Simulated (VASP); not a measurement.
CsBr (CsCl type): the bulk modulus from VASP (plane waves, PAW) at several levels of theory. Static lattice, third-order Birch-Murnaghan fit over five volumes.

| level | bulk modulus (GPa) |
|---|---|
| LDA | 21.1 |
| PBE | 12.2 |
| PBEsol | 15.7 |
| PBE-D4 | 14.0 |
| SCAN | 16.5 |
| r2SCAN | 15.4 |
| r2SCAN+rVV10 | 17.8 |
| HSE06 | 13.1 |

The cell of the LDA run:

CsBr is taken in the cubic space group Pm-3m (No. 221), the CsCl type structure, Pearson symbol cP2. Lattice parameters: a = b = c = 4.148 Å, α = β = γ = 90.00°. Cs on 1a sees 8 Br at 3.592 Å (cubic). Br on 1b sees 8 Cs at 3.592 Å (cubic). (Neighbours: up to the widest gap in distance over summed covalent radii, below 1.35, at either atom; cation-cation and far metal-metal contacts left out.)

Only levels that ran to the end are used. Left out are those held back, those with too coarse a band path, GW runs whose mesh misses a band edge, hybrids' fits of cells that aren't cubic and levels without matching references; a question may draw on a part of the rest.

The compound is CsBr in the CsCl type structure.
